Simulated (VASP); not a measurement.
The system is KF.

```
K F
1.0
     0.00000    2.97635    2.97635
     2.97635    0.00000    2.97635
     2.97635    2.97635    0.00000
K F
1 1
Cartesian
  4.4645 4.4645 4.4645
  2.9764 2.9764 2.9764
```

The cell was built by a generator and needn't be a form met in nature.

```yaml
Program: VASP 6.6.1
Task: relaxation of cell and atoms
Functional: PBE
Potentials_or_basis: VASP PAW PBE potentials, release 64 (K_pv, F)
Cutoff: 900 eV
k_mesh: 8 × 8 × 8
Occupations: fermi-dirac, width 0.05 eV
Spin: no spin polarisation
```

At the start: pressure 0.8 GPa; volume 26.37 Å³/atom.

Q: How do energy, volume and symmetry change on relaxing?

A: Over 3 steps the energy falls by 2.4 meV/atom and the volume is 27.35 Å³/atom (+3.7 %); space group F-43m (No. 216, to 0.05 Å).

Step by step:
| step | energy change (eV) | largest force (eV/Å) | pressure (GPa) | volume (Å³) |
| --- | --- | --- | --- | --- |
| 1 | 0.0000 | 0.0000 | 0.82 | 52.73 |
| 2 | -0.0038 | 0.0000 | 0.36 | 53.77 |
| 3 | -0.0048 | 0.0000 | -0.01 | 54.69 |

Final structure:
```
CELL_PARAMETERS angstrom
0.00000 3.01275 3.01275
3.01275 0.00000 3.01275
3.01275 3.01275 0.00000
ATOMIC_POSITIONS crystal
K 0.75000 0.75000 0.75000
F 0.50000 0.50000 0.50000
```
